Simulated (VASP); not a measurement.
**ZnS in VASP: one cell, several levels of theory**

ZnS built on the zincblende prototype, under +3.0 % biaxial strain in the (111) plane, free along [111] is computed at one geometry. Runs: PBE, r2SCAN.

Program: VASP 6.6.1. PAW datasets, plane waves. Spin-unpolarised throughout; all numbers are computed.

**1. Starting point**

The cell comes from an earlier relaxation with r2SCAN in another program, then strained, with the atoms relaxed again.

Space group R3m (No. 160), trigonal; conventional cell a = 3.924 Å, c = 9.169 Å, 20.38 Å³ an atom. Around Zn lie 4 S at 2.34–2.38 Å; around S lie 4 Zn at 2.34–2.38 Å.

Coordinates:

```cif
data_structure
_symmetry_space_group_name_H-M 'R3m:H'
_symmetry_Int_Tables_number 160
_cell_length_a 3.9243
_cell_length_b 3.9243
_cell_length_c 9.1695
_cell_angle_alpha 90.000
_cell_angle_beta 90.000
_cell_angle_gamma 120.000
_cell_volume 122.29
loop_
_atom_site_label
_atom_site_type_symbol
_atom_site_symmetry_multiplicity
_atom_site_Wyckoff_symbol
_atom_site_fract_x
_atom_site_fract_y
_atom_site_fract_z
_atom_site_occupancy
Zn1 Zn 3 a 0.33333 0.66667 0.66408 1
S1 S 3 a 0.33333 0.66667 0.91925 1
```

**2. PBE**

The input, INCAR:

```
ENCUT = 520.000000
SIGMA = 0.020000
EDIFF = 1.00e-07
GGA = PE
PREC = Accurate
IBRION = -1
ISIF = 2
ISMEAR = -1
NBANDS = 16
NELM = 120
NSW = 0
LASPH = .TRUE.
LCHARG = .TRUE.
LELF = .TRUE.
LWAVE = .FALSE.
LREAL = .FALSE.
```

The input, KPOINTS:

```
KPOINTS created by Atomic Simulation Environment
0
Gamma
8 8 8
0 0 0
```

The input, KPOINTS_OPT:

```
special points
6
Reciprocal
0.0000000000 0.0000000000 0.0000000000 1
-0.5000000000 -0.5000000000 0.0000000000 1
-0.3750000000 -0.3750000000 0.2500000000 1
-0.3750000000 0.0000000000 0.3750000000 1
0.0000000000 0.0000000000 0.5000000000 1
-0.5000000000 -0.2500000000 0.2500000000 1
```

The input, POSCAR:

```
Zn S
 1.0000000000000000
    -0.0852774290000000    2.6896309774999998    2.6896309774999998
     2.6896309774999998   -0.0852774290000000    2.6896309774999998
     2.6896309774999998    2.6896309774999998   -0.0852774290000000
 Zn  S
   1   1
Cartesian
 -0.0136697235645530 -0.0136697235645530 -0.0136697235645530
  1.3371658550645531  1.3371658550645531  1.3371658550645533
```

The run uses the recommended PBE PAW datasets (18 valence electrons a neutral cell).

Launch:

```console
$ mpirun -np 1 vasp_std
```

Standard output, without the iteration lines:

```text
POSCAR found type information on POSCAR ZnS
 POSCAR found :  2 types and       2 ions
 LDA part: xc-table for (Slater+PW92), standard interpolation
 POSCAR, INCAR and KPOINTS ok, starting setup
 FFT: planning ... GRIDC
 FFT: planning ... GRID_SOFT
 FFT: planning ... GRID
 WAVECAR not read
 entering main loop
 Start KPOINTS_OPT (optional k-point list driver)
k-point batch [1-6\6]
```

OSZICAR:

```text
N       E                     dE             d eps       ncg     rms          rms(c)
DAV:   1     0.881248892793E+02    0.88125E+02   -0.89637E+03  2096   0.135E+03
DAV:   2    -0.142507041790E+01   -0.89550E+02   -0.83580E+02  2368   0.258E+02
DAV:   3    -0.720432138261E+01   -0.57793E+01   -0.57564E+01  2568   0.634E+01
DAV:   4    -0.726555472828E+01   -0.61233E-01   -0.61219E-01  2608   0.689E+00
DAV:   5    -0.726630099217E+01   -0.74626E-03   -0.74624E-03  2536   0.717E-01    0.648E+00
DAV:   6    -0.685488433346E+01    0.41142E+00   -0.73966E-01  3144   0.295E+01    0.509E+00
DAV:   7    -0.683530166505E+01    0.19583E-01   -0.24152E-01  2504   0.435E+00    0.260E+00
DAV:   8    -0.683453656349E+01    0.76510E-03   -0.50258E-03  2648   0.765E-01    0.672E-01
DAV:   9    -0.683481080092E+01   -0.27424E-03   -0.11746E-03  2552   0.275E-01    0.103E-01
DAV:  10    -0.683498307787E+01   -0.17228E-03   -0.20698E-04  2584   0.139E-01    0.517E-02
DAV:  11    -0.683497790890E+01    0.51690E-05   -0.36116E-05  2464   0.915E-02    0.852E-03
DAV:  12    -0.683497889060E+01   -0.98170E-06   -0.37432E-06  2880   0.224E-02    0.383E-03
DAV:  13    -0.683497906412E+01   -0.17352E-06   -0.68041E-07  2728   0.780E-03    0.243E-03
DAV:  14    -0.683497906619E+01   -0.20655E-08   -0.96473E-08  2456   0.250E-03
   1 F= -.68349791E+01 E0= -.68349791E+01  d E =-.249963E-12
       N       E                     dE             ncg
DAV:   1     0.180641423904E+04   -0.30469E+04      192
DAV:   2     0.128218829347E+04   -0.52423E+03      224
DAV:   3     0.124985040460E+04   -0.32338E+02      240
DAV:   4     0.124953285076E+04   -0.31755E+00      240
DAV:   5     0.124952918384E+04   -0.36669E-02      248
DAV:   6     0.124952911521E+04   -0.68630E-04      232
DAV:   7     0.124952911372E+04   -0.14911E-05      256
DAV:   8     0.124952911369E+04   -0.28666E-07      184
```

The lines after F= are the extra pass for the points of KPOINTS_OPT, at fixed density; their E is not a total energy.

Parts of OUTCAR:

```text
k-points           NKPTS =     65   k-points in BZ     NKDIM =     65   number of bands    NBANDS=     16

   NELECT =      18.0000    total number of electrons

   dimension x,y,z NGX =    28 NGY =   28 NGZ =   28
   dimension x,y,z NGXF=    56 NGYF=   56 NGZF=   56

  energy-cutoff  :      520.00
  volume of cell :       40.76
      direct lattice vectors                 reciprocal lattice vectors
    -0.085277429  2.689630977  2.689630977    -0.177283624  0.183088631  0.183088631
     2.689630977 -0.085277429  2.689630977     0.183088631 -0.177283624  0.183088631
     2.689630977  2.689630977 -0.085277429     0.183088631  0.183088631 -0.177283624

 k-points in reciprocal lattice and weights: KPOINTS created by Atomic Simulation Env
   0.00000000  0.00000000  0.00000000       0.002
   0.12500000  0.00000000 -0.00000000       0.012
   0.25000000  0.00000000 -0.00000000       0.012
   0.37500000  0.00000000  0.00000000       0.012
   0.50000000  0.00000000 -0.00000000       0.006
   0.12500000  0.12500000  0.00000000       0.012
   0.25000000  0.12500000  0.00000000       0.023
   0.37500000  0.12500000  0.00000000       0.023
[... 57 more k-points ...]

 E-fermi :   2.3951

 k-point     1 :       0.0000    0.0000    0.0000
  band No.  band energies     occupation
      1     -11.1056      2.00000
      2      -4.4110      2.00000
      3      -4.4110      2.00000
      4      -4.3915      2.00000
      5      -3.9476      2.00000
      6      -3.9476      2.00000
      7       1.7389      2.00000
      8       1.7389      2.00000
      9       1.9405      2.00000
     10       3.7466      0.00000
     11       8.0385      0.00000
     12       8.0385      0.00000
     13       8.6816      0.00000
     14      13.5115      0.00000
     15      13.5441      0.00000
     16      13.5441      0.00000

 k-point     2 :       0.1250    0.0000   -0.0000
  band No.  band energies     occupation
      1     -10.9985      2.00000
      2      -4.4067      2.00000
      3      -4.3909      2.00000
      4      -4.3734      2.00000
      5      -3.9499      2.00000
      6      -3.9477      2.00000
      7       0.6534      2.00000
      8       1.6077      2.00000
      9       1.7908      2.00000
     10       4.5902      0.00000
     11       8.0206      0.00000
     12       8.2938      0.00000
     13       8.8341      0.00000
     14      12.9158      0.00000
     15      13.0653      0.00000
     16      14.3180      0.00000

 k-point     3 :       0.2500    0.0000   -0.0000
  band No.  band energies     occupation
      1     -10.7197      2.00000
      2      -4.3607      2.00000
      3      -4.3458      2.00000
      4      -4.3280      2.00000
      5      -3.9500      2.00000
      6      -3.9416      2.00000
      7      -1.0060      2.00000
      8       1.3198      2.00000
      9       1.4967      2.00000
     10       5.2309      0.00000
     11       8.5494      0.00000
     12       8.7251      0.00000
     13       9.1425      0.00000
     14      12.5834      0.00000
     15      13.0201      0.00000
     16      14.0229      0.00000

 k-point     4 :       0.3750    0.0000    0.0000
  band No.  band energies     occupation
      1     -10.4053      2.00000
      2      -4.3091      2.00000
      3      -4.3085      2.00000
      4      -4.1405      2.00000
      5      -3.9389      2.00000
      6      -3.9231      2.00000
      7      -2.4549      2.00000
      8       1.0616      2.00000
      9       1.2337      2.00000
     10       5.2217      0.00000
     11       8.8092      0.00000
     12       8.9969      0.00000
     13       9.8894      0.00000
     14      13.4905      0.00000
     15      13.6220      0.00000
     16      14.1823      0.00000

 k-point     5 :       0.5000    0.0000   -0.0000
  band No.  band energies     occupation
      1     -10.2618      2.00000
      2      -4.2981      2.00000
      3      -4.2962      2.00000
      4      -3.9302      2.00000
      5      -3.9214      2.00000
      6      -3.7712      2.00000
      7      -3.2866      2.00000
      8       0.9610      2.00000
      9       1.1313      2.00000
     10       5.1609      0.00000
     11       8.7589      0.00000
     12       8.9369      0.00000
     13      10.4965      0.00000
     14      13.8809      0.00000
     15      14.7049      0.00000
     16      15.2169      0.00000

[... the tables of k-points 6 to 65 left out ...]

  Total       -0.1467416     -0.1467416     -0.1467416      0.3600939      0.3600939      0.3600939
  in kB       -5.7674487     -5.7674487     -5.7674487     14.1529311     14.1529311     14.1529311
  external PRESSURE =      -5.7674487 kB  Pullay stress =       0.0000000 kB

 POSITION                                       TOTAL-FORCE (eV/Angst)
 -----------------------------------------------------------------------------------
      5.28031      5.28031      5.28031        -0.009077     -0.009077     -0.009077
      1.33717      1.33717      1.33717         0.009077      0.009077      0.009077
 -----------------------------------------------------------------------------------
    total drift:                               -0.000286     -0.000286     -0.000285

  FREE ENERGIE OF THE ION-ELECTRON SYSTEM (eV)
  ---------------------------------------------------
  free  energy   TOTEN  =        -6.8349790662 eV

  energy  without entropy=       -6.8349790662  energy(sigma->0) =       -6.83497907
```

It took 37 s on 1 MPI rank of Intel Xeon Platinum 8488C, shared host; peak memory 0.2 GiB.

The levels at the points of KPOINTS_OPT are read from vasprun.xml.

Near the gap, in eV above the top of the last filled band v; c is the band after it:

```
point    v−1      v     c   c+1
    Γ  -0.20   0.00  1.81  6.10
    X  -2.38  -2.07  3.25  4.04
    U  -3.02  -1.97  3.79  6.01
    K  -3.15  -1.70  4.25  5.48
    L  -0.98  -0.81  3.22  6.82
    W  -2.78  -2.65  5.41  5.87
```

The PBE gap is 1.81 eV, direct at Γ. The pressure is -0.58 GPa, and the largest force is 0.016 eV/Å, on atom 1 (Zn).

Axes a, b and c in the maps are those of this run's conventional cell (a, b, c = 3.924, 3.924, 9.169 Å).

Density in a lattice plane of the grid's cell (edges 3.92 and 9.17 Å, at 0.000 of the third edge), which holds Zn and S.

Ten even steps from '0' (-0.28 e/Å³) to '9' (19.64 e/Å³):
```
4200000002
0000000000
0000000000
0000000000
0000000000
0000000000
0000000000
0000000000
0000000000
0000000000
0000000000
0000000000
0000000000
0000000000
0000000000
0000000000
0000000000
0000000000
3100000001
9400000004
```
Columns run along the first of these edges and rows up along the second, over one cell in 10 and 20 even steps from the bottom left corner. Atoms in the plane (fractional): Zn at (0.00, 1.00), S at (1.00, 0.25).

ELF in the same plane.

Ten even steps from '0' (0.01) to '9' (0.86):
```
0024787420
2225777522
1113565311
0001222100
0000111000
0002222200
0013444310
0025777520
0015787510
0002565200
0000121000
5521111125
9984111489
7997212799
2798212897
8997202799
9973000379
3221000122
0121121121
0022565220
```
Columns run along the first of these edges and rows up along the second, over one cell in 10 and 20 even steps from the bottom left corner. Atoms in the plane (fractional): Zn at (0.00, 1.00), S at (1.00, 0.25).

Both are smooth fields of the valence electrons: close to the nuclei they are not physical.

Outside the cores ELF peaks at 0.90 on the S–Zn line, 0.8 Å from S.

**3. r2SCAN at this geometry**

The input, INCAR:

```
ENCUT = 520.000000
SIGMA = 0.010000
EDIFF = 1.00e-07
ALGO = Normal
METAGGA = R2SCAN
PREC = Accurate
IBRION = -1
ISIF = 2
ISMEAR = 0
NBANDS = 16
NELM = 120
NSW = 0
LASPH = .TRUE.
LCHARG = .FALSE.
LWAVE = .FALSE.
LREAL = .FALSE.
```

KPOINTS is that of step 2.

KPOINTS_OPT is that of step 2.

POSCAR is that of step 2.

Launch:

```console
$ mpirun -np 1 vasp_std
```

Standard output, without the iteration lines:

```text
POSCAR found type information on POSCAR ZnS
 POSCAR found :  2 types and       2 ions
 -----------------------------------------------------------------------------
|                                                                             |
|                                                                             |
|     You enforced a specific xc type in the INCAR file but a different       |
|     I HOPE YOU KNOW WHAT YOU ARE DOING!                                     |
|                                                                             |
 -----------------------------------------------------------------------------

 LDA part: xc-table for (None), standard interpolation
 POSCAR, INCAR and KPOINTS ok, starting setup
 FFT: planning ... GRIDC
 FFT: planning ... GRID_SOFT
 FFT: planning ... GRID
 WAVECAR not read
 entering main loop
 Start KPOINTS_OPT (optional k-point list driver)
k-point batch [1-6\6]
```

OSZICAR:

```text
N       E                     dE             d eps       ncg     rms          rms(c)
DAV:   1     0.748350403841E+02    0.74835E+02   -0.91204E+03  2096   0.137E+03
DAV:   2    -0.159834571403E+02   -0.90818E+02   -0.84878E+02  2368   0.264E+02
DAV:   3    -0.218655476840E+02   -0.58821E+01   -0.58598E+01  2544   0.654E+01
DAV:   4    -0.219249673501E+02   -0.59420E-01   -0.59407E-01  2600   0.694E+00
DAV:   5    -0.219256298973E+02   -0.66255E-03   -0.66253E-03  2528   0.680E-01    0.669E+00
DAV:   6    -0.188423151777E+02    0.30833E+01   -0.14540E+00  2152   0.369E+01    0.605E+00
DAV:   7    -0.188139363956E+02    0.28379E-01   -0.41920E-01  2688   0.101E+01    0.354E+00
DAV:   8    -0.188304936474E+02   -0.16557E-01   -0.31143E-02  2680   0.167E+00    0.116E+00
DAV:   9    -0.188324777738E+02   -0.19841E-02   -0.29830E-03  2648   0.116E+00    0.970E-02
DAV:  10    -0.188326208285E+02   -0.14305E-03   -0.83429E-04  2488   0.294E-01    0.726E-02
DAV:  11    -0.188326673524E+02   -0.46524E-04   -0.17553E-04  2672   0.302E-01    0.219E-02
DAV:  12    -0.188326697759E+02   -0.24235E-05   -0.44738E-05  2552   0.153E-01    0.874E-03
DAV:  13    -0.188326750749E+02   -0.52990E-05   -0.66237E-06  2752   0.566E-02    0.496E-03
DAV:  14    -0.188326763798E+02   -0.13048E-05   -0.16238E-06  2200   0.123E-02    0.118E-03
DAV:  15    -0.188326764933E+02   -0.11351E-06   -0.28167E-08  1304   0.142E-03    0.983E-04
DAV:  16    -0.188326769013E+02   -0.40801E-06   -0.50293E-09  1144   0.139E-03    0.102E-04
DAV:  17    -0.188326769111E+02   -0.97843E-08   -0.21497E-09  1168   0.368E-04
   1 F= -.18832677E+02 E0= -.18832677E+02  d E =-.120601E-52
       N       E                     dE             ncg
DAV:   1     0.177881326000E+04   -0.30745E+04      192
DAV:   2     0.123717494599E+04   -0.54164E+03      232
DAV:   3     0.120419062482E+04   -0.32984E+02      232
DAV:   4     0.120387364336E+04   -0.31698E+00      256
DAV:   5     0.120387019486E+04   -0.34485E-02      232
DAV:   6     0.120387013108E+04   -0.63775E-04      232
DAV:   7     0.120387012971E+04   -0.13733E-05      256
DAV:   8     0.120387012968E+04   -0.28587E-07      200
```

OUTCAR, selected sections:

```text
k-points           NKPTS =     65   k-points in BZ     NKDIM =     65   number of bands    NBANDS=     16

   NELECT =      18.0000    total number of electrons

   dimension x,y,z NGX =    28 NGY =   28 NGZ =   28
   dimension x,y,z NGXF=    56 NGYF=   56 NGZF=   56

  energy-cutoff  :      520.00
  volume of cell :       40.76
      direct lattice vectors                 reciprocal lattice vectors
    -0.085277429  2.689630977  2.689630977    -0.177283624  0.183088631  0.183088631
     2.689630977 -0.085277429  2.689630977     0.183088631 -0.177283624  0.183088631
     2.689630977  2.689630977 -0.085277429     0.183088631  0.183088631 -0.177283624

 k-points in reciprocal lattice and weights: KPOINTS created by Atomic Simulation Env
   0.00000000  0.00000000  0.00000000       0.002
   0.12500000  0.00000000 -0.00000000       0.012
   0.25000000  0.00000000 -0.00000000       0.012
   0.37500000  0.00000000  0.00000000       0.012
   0.50000000  0.00000000 -0.00000000       0.006
   0.12500000  0.12500000  0.00000000       0.012
   0.25000000  0.12500000  0.00000000       0.023
   0.37500000  0.12500000  0.00000000       0.023
[... 57 more k-points ...]

 E-fermi :   1.7750

 k-point     1 :       0.0000    0.0000    0.0000
  band No.  band energies     occupation
      1     -11.9100      2.00000
      2      -4.8489      2.00000
      3      -4.8489      2.00000
      4      -4.8303      2.00000
      5      -4.3419      2.00000
      6      -4.3419      2.00000
      7       1.4578      2.00000
      8       1.4578      2.00000
      9       1.6699      2.00000
     10       4.0146      0.00000
     11       8.2628      0.00000
     12       8.2628      0.00000
     13       8.9316      0.00000
     14      13.8096      0.00000
     15      13.8096      0.00000
     16      13.8791      0.00000

 k-point     2 :       0.1250    0.0000   -0.0000
  band No.  band energies     occupation
      1     -11.8005      2.00000
      2      -4.8427      2.00000
      3      -4.8276      2.00000
      4      -4.8106      2.00000
      5      -4.3442      2.00000
      6      -4.3419      2.00000
      7       0.4050      2.00000
      8       1.3245      2.00000
      9       1.5155      2.00000
     10       4.8301      0.00000
     11       8.2347      0.00000
     12       8.5271      0.00000
     13       9.0892      0.00000
     14      13.1599      0.00000
     15      13.3116      0.00000
     16      14.7120      0.00000

 k-point     3 :       0.2500    0.0000   -0.0000
  band No.  band energies     occupation
      1     -11.5159      2.00000
      2      -4.7921      2.00000
      3      -4.7795      2.00000
      4      -4.7592      2.00000
      5      -4.3443      2.00000
      6      -4.3360      2.00000
      7      -1.2983      2.00000
      8       1.0306      2.00000
      9       1.2139      2.00000
     10       5.4835      0.00000
     11       8.7763      0.00000
     12       8.9624      0.00000
     13       9.3943      0.00000
     14      12.8262      0.00000
     15      13.2809      0.00000
     16      14.3175      0.00000

 k-point     4 :       0.3750    0.0000    0.0000
  band No.  band energies     occupation
      1     -11.1958      2.00000
      2      -4.7410      2.00000
      3      -4.7384      2.00000
      4      -4.5539      2.00000
      5      -4.3338      2.00000
      6      -4.3182      2.00000
      7      -2.7989      2.00000
      8       0.7655      2.00000
      9       0.9433      2.00000
     10       5.4596      0.00000
     11       9.0190      0.00000
     12       9.2129      0.00000
     13      10.1571      0.00000
     14      13.8008      0.00000
     15      13.9253      0.00000
     16      14.5271      0.00000

 k-point     5 :       0.5000    0.0000   -0.0000
  band No.  band energies     occupation
      1     -11.0501      2.00000
      2      -4.7285      2.00000
      3      -4.7242      2.00000
      4      -4.3255      2.00000
      5      -4.3169      2.00000
      6      -4.1704      2.00000
      7      -3.6590      2.00000
      8       0.6619      2.00000
      9       0.8376      2.00000
     10       5.3917      0.00000
     11       8.9538      0.00000
     12       9.1384      0.00000
     13      10.7573      0.00000
     14      14.2577      0.00000
     15      15.0658      0.00000
     16      15.5964      0.00000

[... the tables of k-points 6 to 65 left out ...]

  Total       -0.7486657     -0.7486657     -0.7486657      0.3776424      0.3776424      0.3776424
  in kB      -29.4251403    -29.4251403    -29.4251403     14.8426477     14.8426477     14.8426477
  external PRESSURE =     -29.4251403 kB  Pullay stress =       0.0000000 kB

 POSITION                                       TOTAL-FORCE (eV/Angst)
 -----------------------------------------------------------------------------------
      5.28031      5.28031      5.28031         0.000038      0.000038      0.000038
      1.33717      1.33717      1.33717        -0.000038     -0.000038     -0.000038
 -----------------------------------------------------------------------------------
    total drift:                                0.000449      0.000449      0.000450

  FREE ENERGIE OF THE ION-ELECTRON SYSTEM (eV)
  ---------------------------------------------------
  free  energy   TOTEN  =       -18.8326769111 eV

  energy  without entropy=      -18.8326769111  energy(sigma->0) =      -18.83267691
```

Wall time 2.4 min (1 MPI rank of Intel Xeon Platinum 8488C, shared host); peak memory 0.21 GiB.

The levels at the points of KPOINTS_OPT are read from vasprun.xml.

Levels at the named points, in eV from the top of band v (v: the last filled band by count, c: the next):

```
point    v−1      v     c   c+1
    Γ  -0.21   0.00  2.34  6.59
    X  -2.45  -2.13  3.56  4.44
    U  -3.09  -2.03  4.16  6.49
    K  -3.23  -1.74  4.64  5.93
    L  -1.01  -0.83  3.72  7.28
    W  -2.86  -2.72  5.79  6.37
```

r2SCAN gives a direct gap of 2.34 eV at Γ. Pressure: -2.94 GPa; the forces vanish within 0.01 eV/Å.

**4. Summary**

| level | gap (eV) | pressure (GPa) |
| --- | --- | --- |
| PBE | 1.81 | -0.58 |
| r2SCAN | 2.34 | -2.94 |

**Reading.** The gap runs from 1.81 eV (PBE) to 2.34 eV (r2SCAN). The pressure is highest with PBE (-0.6 GPa) and lowest with r2SCAN (-2.9 GPa), which orders the cells that they would relax to.
